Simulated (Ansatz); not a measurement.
Eu:

```
Eu
1.0
    -2.30300    2.30300    2.30300
     2.30300   -2.30300    2.30300
     2.30300    2.30300   -2.30300
Eu
1
Direct
  0.00000 0.00000 0.00000
```

Base run:

```yaml
Program: Ansatz 0.2.0
Functional: r2SCAN
Potentials_or_basis: Ansatz PAW
Cutoff: "500 eV (not typed: the program's choice for these potentials)"
k_mesh: 8 × 8 × 8
Occupations: fermi-dirac, width 0.05 eV
Spin: collinear spin, ferromagnetic start
Starting_moments: "[7.0] μB"
```

Its results: band gap on the k mesh none (metal or under the smearing width); pressure -1.2 GPa; net moment 7.75 μB per cell; site moments Eu +7.28 μB.

Q: The run is repeated on the same cell with these changes: functional from r2SCAN to PBE; cutoff from 500 eV (not typed: the program's choice for these potentials) to 420 eV (not typed: the program's choice for these potentials). What comes out?

A: Band gap on the k mesh none (metal or under the smearing width); pressure -1.6 GPa; net moment 7.37 μB per cell; site moments Eu +7.10 μB.

Caveats: spin-orbit coupling is left out, which moves the levels of the heavy elements; the magnetic or orbital state may not be the lowest (some runs); the PAW data sets come from PBE, with cores solved anew for the run's functional, which leaves a small shift of forces and pressure (some runs).
